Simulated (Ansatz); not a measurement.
# Ge-73 nuclear quadrupole resonance in GeS

Cell: a COD entry, its atoms then relaxed with PBE in this cell.

```
Ge S
1.0
    10.47000    0.00000    0.00000
     0.00000    3.64100    0.00000
     0.00000    0.00000    4.29700
Ge S
4 4
Direct
  0.62091 0.25000 0.37197
  0.87909 0.75000 0.87197
  0.12091 0.25000 0.12803
  0.37909 0.75000 0.62803
  0.85055 0.25000 0.49738
  0.64945 0.75000 0.99738
  0.35055 0.25000 0.00262
  0.14945 0.75000 0.50262
```

Atom numbers follow the list; atoms alike are taken as one site, whose name carries the number of the first.

The numbers come from a DFT calculation in Ansatz (PBE, plane waves and PAW, scalar-relativistic, 420 eV cutoff, Γ-centred 5×12×10 k-points, Fermi–Dirac smearing 0.02 eV).

Ge-73: I = 9/2, Q = -196.0 mb (year-2017 value). Static lattice, zero field.

(1) At which frequencies do the Ge-73 NQR lines lie?

Results:

(1) For I = 9/2 and η = 0 the lines are |C_Q|/24 times 1, 2, 3 and 4; η shifts the lowest up most. At large η the states mix, and weaker lines appear at sums of the main ones; lines under 5 % of the strongest are left out.

```
site       atoms  V_zz (10²¹ V/m²)  C_Q (MHz)     η        line frequencies (MHz)
  Ge  1, 2, 3, 4             -7.46       35.4  0.36  2.63, 2.73, 4.31, 5.36, 5.83
```

At Ge V_zz stands upright on the plane through its three neighbours (within 5°).
